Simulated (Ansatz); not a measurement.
Task: a comparison of functionals at one structure of GaN, space group Fm-3m, with Ansatz's Python interface. Give the script and its output. Settings (first run): BLYP, PAW, the default cutoff (420 eV here), 8×8×8 k-points, fixed occupations. The script varies functional: blyp, lda, pbesol.

```cif
data_structure
_symmetry_space_group_name_H-M 'P 1'
_symmetry_Int_Tables_number 1
_cell_length_a 3.0197
_cell_length_b 3.0197
_cell_length_c 3.0197
_cell_angle_alpha 60.000
_cell_angle_beta 60.000
_cell_angle_gamma 60.000
_cell_volume 19.47
loop_
_atom_site_label
_atom_site_type_symbol
_atom_site_fract_x
_atom_site_fract_y
_atom_site_fract_z
_atom_site_occupancy
Ga1 Ga 0.00000 0.00000 0.00000 1
N1 N 0.50000 0.50000 0.50000 1
```

`xc_gan.py`
```python
import warnings

import ansatz as az

warnings.simplefilter("ignore", az.DeckWarning)

lattice = az.Lattice.of(
    (0.0, 2.135235, 2.135235),
    (2.135235, 0.0, 2.135235),
    (2.135235, 2.135235, 0.0),
)
sites = [
    ("Ga", (0.0, 0.0, 0.0)),
    ("N", (0.5, 0.5, 0.5)),
]
gan = az.Crystal(lattice=lattice)
for symbol, position in sites:
    gan = gan.atom(symbol, position)

job = (
    gan.calculation()
    .kpoints(8)
    .occupations("fixed")
    .band_table()
)

rows = []
for value in ["blyp", "lda", "pbesol"]:
    r = job.functional(value).run(threads=1).report
    rows.append((value, r["free_energy_ev"] / len(r["lattice"]["sites"]), r["n_iterations"], r["gap_by_band_count_ev"], r["n_kpoints"]))

print("  functional   F/atom (eV)    iterations  gap by band count (eV)      k-points")
for row in rows:
    print(f"{str(row[0]):>12s}  {row[1]:12.5f}  {row[2]:12d}  {row[3]:22.3f}  {row[4]:12d}")
```

`python xc_gan.py` gives:
```text
  functional   F/atom (eV)    iterations  gap by band count (eV)      k-points
        blyp   -2088.93925             6                   0.303            29
         lda   -2040.57845             6                   0.219            29
      pbesol   -2060.98588             6                   0.348            29
```

What to keep in mind:
- Semilocal gaps usually lie well under measured ones.
- This is a high-temperature or high-pressure form, not the ambient phase.
- The structure comes from a database of computed cells and needn't be a stable or known phase.
- Gaps and levels are Kohn-Sham values on a finite set of k-points, without spin-orbit coupling.
- Total energies of different functionals can't be compared; pressures, moments and gaps at this one structure can.
- Run time: 2.2 s on 1 thread of Arm Neoverse V2 (shared host), peak memory 0.31 GiB.
